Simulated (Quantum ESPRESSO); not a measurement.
# PbSe (Clausthalite) (Fm-3m) in Quantum ESPRESSO: reference runs

Reference runs on PbSe (Clausthalite): the cell as given and a disturbed copy.

Program: Quantum ESPRESSO 7.5. These are calculated values, not measurements. Logs are shortened: lines on timing, memory, paths and dates and some standing lists are left out, and cuts for length are marked.

**What was measured.**

A printed reference work, monograph reports, for a bulk crystal of PbSe at 300 K: band gap 0.28 eV (direct).

The runs below are set against these values where they give the same quantity.

## (1) The structure

Symmetry: Fm-3m, No. 225, cubic system. The conventional cell has a = 6.121 Å, b = 6.121 Å, c = 6.121 Å, α = 90.00°, β = 90.00°, γ = 90.00°. Pb (site symmetry m-3m) has 6 Se at 3.06 Å as nearest neighbours. Se (site symmetry m-3m) is surrounded by 6 Pb at 3.06 Å.

## (2) Single point, PBE

Input file pw.in:

```
&CONTROL
  calculation = 'scf'
  prefix = 'pwscf'
  outdir = './tmp'
  pseudo_dir = './pseudo'
  tprnfor = .true.
  tstress = .true.
  disk_io = 'nowf'
/
&SYSTEM
  ibrav = 0
  nat = 2
  ntyp = 2
  ecutwfc = 55
  ecutrho = 440
  nbnd = 16
  occupations = 'smearing'
  smearing = 'fd'
  degauss = 0.00367493
/
&ELECTRONS
  conv_thr = 4d-10
  electron_maxstep = 120
  mixing_beta = 0.5
/
ATOMIC_SPECIES
Pb   207.2000 Pb.pbe-dn-kjpaw_psl.0.2.2.UPF
Se    78.9710 Se_pbe_v1.uspp.F.UPF
CELL_PARAMETERS angstrom
   0.0000000000    3.0606500000    3.0606500000
   3.0606500000    0.0000000000    3.0606500000
   3.0606500000    3.0606500000    0.0000000000
ATOMIC_POSITIONS crystal
Pb     0.0000000000    0.0000000000    0.0000000000
Se     0.5000000000    0.5000000000    0.5000000000
K_POINTS automatic
8 8 8 0 0 0
```

Potentials or basis: SSSP 1.3 efficiency PBE.

The run is started by

```sh
$ OMP_NUM_THREADS=1 pw.x -in pw.in > pw.out
```

pw.out:

```text
This program is part of the open-source Quantum ESPRESSO suite
     for quantum simulation of materials; please cite
         "P. Giannozzi et al., J. Phys.:Condens. Matter 21 395502 (2009);
         "P. Giannozzi et al., J. Phys.:Condens. Matter 29 465901 (2017);
         "P. Giannozzi et al., J. Chem. Phys. 152 154105 (2020);
     in publications or presentations arising from this work. More details at

     file Pb.pbe-dn-kjpaw_psl.0.2.2.UPF: wavefunction(s)  6S renormalized
     Message from routine setup:
     using ibrav=0 with symmetry is DISCOURAGED, use correct ibrav instead

     Subspace diagonalization in iterative solution of the eigenvalue problem:
     a serial algorithm will be used

     G-vector sticks info
     --------------------
     sticks:   dense  smooth     PW     G-vecs:    dense   smooth      PW
     Sum        2053    1027    301                60375    21331    3479

     Using Slab Decomposition

     bravais-lattice index     =            0
     lattice parameter (alat)  =       8.1795  a.u.
     unit-cell volume          =     386.9614 (a.u.)^3
     number of atoms/cell      =            2
     number of atomic types    =            2
     number of electrons       =        20.00
     number of Kohn-Sham states=           16
     kinetic-energy cutoff     =      55.0000  Ry
     charge density cutoff     =     440.0000  Ry
     scf convergence threshold =      4.0E-10
     mixing beta               =       0.5000
     number of iterations used =            8  plain     mixing
     Exchange-correlation= SLA  PW   PBE  PBE
                           (   1   4   3   4   0   0   0)

     celldm(1)=   8.179515  celldm(2)=   0.000000  celldm(3)=   0.000000
     celldm(4)=   0.000000  celldm(5)=   0.000000  celldm(6)=   0.000000

     crystal axes: (cart. coord. in units of alat)
               a(1) = (   0.000000   0.707107   0.707107 )
               a(2) = (   0.707107   0.000000   0.707107 )
               a(3) = (   0.707107   0.707107   0.000000 )

     reciprocal axes: (cart. coord. in units 2 pi/alat)
               b(1) = ( -0.707107  0.707107  0.707107 )
               b(2) = (  0.707107 -0.707107  0.707107 )
               b(3) = (  0.707107  0.707107 -0.707107 )

     PseudoPot. # 1 for Pb read from file:
     Pb.pbe-dn-kjpaw_psl.0.2.2.UPF
     Pseudo is Projector augmented-wave + core cor, Zval = 14.0
     Generated using "atomic" code by A. Dal Corso  v.5.0.99 svn rev. 10869
     Shape of augmentation charge: PSQ
     Using radial grid of 1281 points,  6 beta functions with:
                l(1) =   0
                l(2) =   0
                l(3) =   1
                l(4) =   1
                l(5) =   2
                l(6) =   2
     Q(r) pseudized with 0 coefficients

     PseudoPot. # 2 for Se read from file:
     Se_pbe_v1.uspp.F.UPF
     Pseudo is Ultrasoft + core correction, Zval =  6.0
     Generated by new atomic code, or converted to UPF format
     Using radial grid of  877 points,  6 beta functions with:
                l(1) =   0
                l(2) =   0
                l(3) =   1
                l(4) =   1
                l(5) =   2
                l(6) =   2
     Q(r) pseudized with  8 coefficients,  rinner =    1.300   1.300   1.300
                                                       1.300   1.300

     atomic species   valence    mass     pseudopotential
     Pb               14.00   207.20000     Pb( 1.00)
     Se                6.00    78.97100     Se( 1.00)

     48 Sym. Ops., with inversion, found

   Cartesian axes

     site n.     atom                  positions (alat units)
         1        Pb     tau(   1) = (   0.0000000   0.0000000   0.0000000  )
         2        Se     tau(   2) = (   0.7071068   0.7071068   0.7071068  )

     number of k points=    29  Fermi-Dirac smearing, width (Ry)=  0.0037
                       cart. coord. in units 2pi/alat
        k(    1) = (   0.0000000   0.0000000   0.0000000), wk =   0.0039062
        k(    2) = (   0.0883883   0.0883883  -0.0883883), wk =   0.0312500
        k(    3) = (   0.1767767   0.1767767  -0.1767767), wk =   0.0312500
        k(    4) = (   0.2651650   0.2651650  -0.2651650), wk =   0.0312500
        k(    5) = (  -0.3535534  -0.3535534   0.3535534), wk =   0.0156250
        k(    6) = (   0.1767767   0.0000000   0.0000000), wk =   0.0234375
[... 21 lines left out ...]
        k(   28) = (  -0.7071068   0.1767767   0.0000000), wk =   0.0468750
        k(   29) = (  -0.7071068   0.3535534   0.0000000), wk =   0.0234375

     Dense  grid:    60375 G-vectors     FFT dimensions: (  60,  60,  60)

     Smooth grid:    21331 G-vectors     FFT dimensions: (  40,  40,  40)

     Initial potential from superposition of free atoms

     starting charge      19.9976, renormalised to      20.0000
     Starting wfcs are   13 randomized atomic wfcs +    3 random wfcs
     Checking if some PAW data can be deallocated...

     Self-consistent Calculation

     iteration #  1     ecut=    55.00 Ry     beta= 0.50
     Davidson diagonalization with overlap
     ethr =  1.00E-02,  avg # of iterations =  5.5

     Threshold (ethr) on eigenvalues was too large:
     Diagonalizing with lowered threshold

     Davidson diagonalization with overlap
     ethr =  4.11E-04,  avg # of iterations =  3.9

     total energy              =    -914.21288177 Ry
     estimated scf accuracy    <       0.08020159 Ry

     iteration #  2     ecut=    55.00 Ry     beta= 0.50
     Davidson diagonalization with overlap
     ethr =  4.01E-04,  avg # of iterations =  2.6
[... 50 lines left out ...]
     total energy              =    -914.23967210 Ry
     estimated scf accuracy    <          4.9E-10 Ry

     iteration # 10     ecut=    55.00 Ry     beta= 0.50
     Davidson diagonalization with overlap
     ethr =  2.45E-12,  avg # of iterations =  3.1

     End of self-consistent calculation

          k = 0.0000 0.0000 0.0000 (  2685 PWs)   bands (ev):

    -8.6626  -8.6626  -8.6626  -8.6579  -8.6579  -5.4148   1.8695   6.3127
     6.3127   6.3127  12.8912  12.8912  12.8912  14.7066  14.7066  14.7066

          k = 0.0884 0.0884-0.0884 (  2698 PWs)   bands (ev):

    -8.6628  -8.6628  -8.6620  -8.6564  -8.6564  -5.2964   1.4761   6.3526
     6.3526   6.5859  11.8331  12.2150  12.2150  14.5405  15.0540  15.0540

          k = 0.1768 0.1768-0.1768 (  2665 PWs)   bands (ev):
[... 6 lines left out ...]
    -8.6794  -8.6794  -8.6599  -8.6336  -8.6336  -4.5611  -0.2499   6.6284
     6.6284   7.6915   9.1817  10.2154  10.2154  15.6896  17.2648  17.2648

          k =-0.3536-0.3536 0.3536 (  2638 PWs)   bands (ev):

    -8.6829  -8.6829  -8.6596  -8.6288  -8.6288  -4.3482  -0.6283   6.7129
     6.7129   8.1792   8.4760   9.8779   9.8779  16.7350  18.4353  18.4750

          k = 0.1768 0.0000 0.0000 (  2693 PWs)   bands (ev):

    -8.6680  -8.6653  -8.6564  -8.6564  -8.6551  -5.2552   1.4220   6.0870
     6.0870   7.0914  10.8369  12.7477  12.7477  13.7789  15.7075  15.7075

          k = 0.2652 0.0884-0.0884 (  2662 PWs)   bands (ev):

    -8.6809  -8.6652  -8.6603  -8.6491  -8.6435  -4.9945   0.8420   5.9629
     6.0294   7.3776   9.9334  12.0177  12.2313  13.7995  16.2471  16.6156

          k = 0.3536 0.1768-0.1768 (  2685 PWs)   bands (ev):
[... 11 lines left out ...]
    -8.6895  -8.6782  -8.6566  -8.6341  -8.6334  -4.3729  -0.3666   5.5462
     6.6394   7.6293   9.1190  10.1105  11.5167  15.9470  17.1030  18.0674

          k =-0.0884-0.2652 0.2652 (  2664 PWs)   bands (ev):

    -8.6774  -8.6742  -8.6590  -8.6452  -8.6383  -4.7423   0.2657   5.5243
     6.7932   7.7301   9.3910  10.3067  12.0696  15.1018  15.8237  17.6767

          k = 0.0000-0.1768 0.1768 (  2673 PWs)   bands (ev):

    -8.6669  -8.6663  -8.6617  -8.6556  -8.6470  -5.1067   1.0034   5.8339
     6.6460   7.1775  10.5497  11.1365  12.4567  14.7519  15.1069  16.2041

          k = 0.3536 0.0000 0.0000 (  2682 PWs)   bands (ev):

    -8.7057  -8.6716  -8.6484  -8.6409  -8.6409  -4.8065   0.8011   5.5821
     5.5821   6.5474  10.5811  12.7391  12.9457  12.9457  17.8143  17.9372

          k = 0.4419 0.0884-0.0884 (  2664 PWs)   bands (ev):

    -8.7264  -8.6713  -8.6517  -8.6343  -8.6296  -4.4781   0.4263   5.2561
     5.4557   5.7747  11.3740  12.2876  12.6630  13.3250  18.2329  18.6571

          k =-0.1768-0.5303 0.5303 (  2666 PWs)   bands (ev):

    -8.7312  -8.6634  -8.6595  -8.6342  -8.6250  -4.1762  -0.0343   4.5812
     5.6219   6.0287  11.1049  11.8595  12.6183  14.1158  18.3709  19.0130

          k =-0.0884-0.4419 0.4419 (  2664 PWs)   bands (ev):

    -8.7188  -8.6671  -8.6519  -8.6406  -8.6299  -4.1340  -0.2244   4.3333
     6.0473   6.6230  10.3757  11.0091  12.8514  15.6581  17.0995  17.4490

          k = 0.0000-0.3536 0.3536 (  2650 PWs)   bands (ev):

    -8.6966  -8.6721  -8.6518  -8.6406  -8.6392  -4.3961  -0.0602   4.6674
     6.5718   7.4125   9.5668  10.3571  12.6436  16.2211  16.3242  17.7358

          k = 0.5303 0.0000 0.0000 (  2658 PWs)   bands (ev):

    -8.7592  -8.6780  -8.6416  -8.6248  -8.6248  -4.2488   0.6255   4.3133
     5.1266   5.1266  12.0951  12.8924  13.4815  13.4815  18.8192  18.9380

          k =-0.0884-0.6187 0.6187 (  2666 PWs)   bands (ev):

    -8.7693  -8.6756  -8.6442  -8.6230  -8.6207  -4.0398   0.5043   3.5992
     5.1258   5.2435  12.0603  13.1850  13.3134  13.8544  19.5941  19.7379

          k = 0.0000-0.5303 0.5303 (  2654 PWs)   bands (ev):

    -8.7521  -8.6646  -8.6536  -8.6303  -8.6239  -3.9891   0.1336   3.6031
     5.4565   5.7844  11.5814  12.1912  13.6357  14.0138  18.3813  18.4984

          k =-0.7071 0.0000 0.0000 (  2698 PWs)   bands (ev):

    -8.7851  -8.6807  -8.6389  -8.6180  -8.6180  -3.9789   0.7890   3.1960
     4.9502   4.9502  11.8794  13.7934  13.7934  14.2379  19.5180  19.8306

          k = 0.3536 0.1768 0.0000 (  2673 PWs)   bands (ev):

    -8.6975  -8.6650  -8.6613  -8.6414  -8.6367  -4.6938   0.4221   5.2846
     6.2097   6.9664  10.1224  11.3199  12.4267  14.1592  17.1122  17.7454

          k =-0.2652-0.4419 0.6187 (  2666 PWs)   bands (ev):

    -8.7100  -8.6673  -8.6583  -8.6383  -8.6305  -4.3325  -0.0666   4.9395
     5.6938   7.1458   9.9008  11.3064  12.4021  14.8399  17.6969  18.1962

          k =-0.1768-0.3536 0.5303 (  2660 PWs)   bands (ev):
[... 6 lines left out ...]
    -8.7448  -8.6699  -8.6522  -8.6294  -8.6250  -4.1958   0.2810   4.4483
     4.8027   6.1354  11.5077  12.3867  12.8182  14.1297  18.5792  19.0918

          k =-0.0884-0.4419 0.6187 (  2657 PWs)   bands (ev):

    -8.7449  -8.6612  -8.6568  -8.6376  -8.6214  -4.0163   0.0780   3.9666
     4.6189   6.8226  10.5788  12.6047  13.2429  14.7583  17.0331  19.8669

          k = 0.0000-0.3536 0.5303 (  2668 PWs)   bands (ev):

    -8.7300  -8.6643  -8.6497  -8.6460  -8.6253  -4.0779  -0.0617   4.1464
     4.9513   7.3328   9.8542  12.2060  13.0064  15.9267  16.0092  18.8798

          k =-0.7071 0.1768 0.0000 (  2658 PWs)   bands (ev):

    -8.7686  -8.6719  -8.6470  -8.6276  -8.6179  -3.9644   0.4398   3.4006
     4.6185   5.9451  12.0063  12.3088  13.9116  14.3157  18.3390  19.7956

          k =-0.7071 0.3536 0.0000 (  2656 PWs)   bands (ev):

    -8.7491  -8.6581  -8.6502  -8.6502  -8.6179  -3.9491   0.1561   3.9508
     3.9508   7.3895  10.0670  13.1498  13.1498  15.9176  15.9176  20.0405

     the Fermi energy is     8.3276 ev

!    total energy              =    -914.23967210 Ry
     estimated scf accuracy    <          5.9E-12 Ry
     smearing contrib. (-TS)   =      -0.00002247 Ry
     internal energy E=F+TS    =    -914.23964963 Ry

     The total energy is F=E-TS. E is the sum of the following terms:
     one-electron contribution =     -36.83441710 Ry
     hartree contribution      =      32.88097591 Ry
     xc contribution           =     -74.06470108 Ry
     ewald contribution        =    -107.78080368 Ry
     one-center paw contrib.   =    -728.44070367 Ry

     convergence has been achieved in  10 iterations

     Forces acting on atoms (cartesian axes, Ry/au):

     atom    1 type  1   force =     0.00000000    0.00000000    0.00000000
     atom    2 type  2   force =     0.00000000    0.00000000    0.00000000

     Total force =     0.000000     Total SCF correction =     0.000000

     Computing stress (Cartesian axis) and pressure

          total   stress  (Ry/bohr**3)                   (kbar)     P=       23.51
   0.00015981   0.00000000   0.00000000           23.51        0.00        0.00
   0.00000000   0.00015981   0.00000000            0.00       23.51        0.00
   0.00000000   0.00000000   0.00015981            0.00        0.00       23.51

=------------------------------------------------------------------------------=
   JOB DONE.
=------------------------------------------------------------------------------=
```

It took 27 s on 1 thread of AMD EPYC 9R45 (Zen 5), shared host; peak memory 0.29 GiB.

Results:

| Item | Value |
| --- | --- |
| Free energy | -12438.8644 eV |
| Pressure | 2.4 GPa |
| Band gap on the k mesh | 0.30 eV, direct |

Caveat: spin-orbit coupling is left out, which as a rule narrows the gap of such compounds by several tenths of an eV.

(Continued in part 2 of 2.)
